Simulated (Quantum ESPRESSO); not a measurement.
Crystal: NiO.

```
Ni O
1.0
     0.00000    2.08590    2.08590
     2.08590    0.00000    2.08590
     2.08590    2.08590    0.00000
Ni O
1 1
Direct
  0.00000 0.00000 0.00000
  0.50000 0.50000 0.50000
```

Program: Quantum ESPRESSO 7.5. Alike in all runs: task band structure; spin collinear, ferromagnetic start; cell as given; k mesh 11 × 11 × 11; cutoff (eV) 1333; smearing fermi-dirac 0.05 eV.

Task: Order these runs on this cell by their pressure, lowest first.
A. level PBE; potentials or basis PseudoDojo 0.4.1 SR PBE standard
B. level PBEsol; potentials or basis PseudoDojo 0.4.1 SR PBEsol standard
C. level LDA; potentials or basis PseudoDojo 0.4.1 SR LDA standard; form of the LDA correlation PW92

Result: C (-20.4 GPa), B (-12.3 GPa), A (-2.2 GPa).

Caveats: so large a pressure means that the cell lies far from this level's equilibrium, or that cutoff or potentials fall short (some runs).
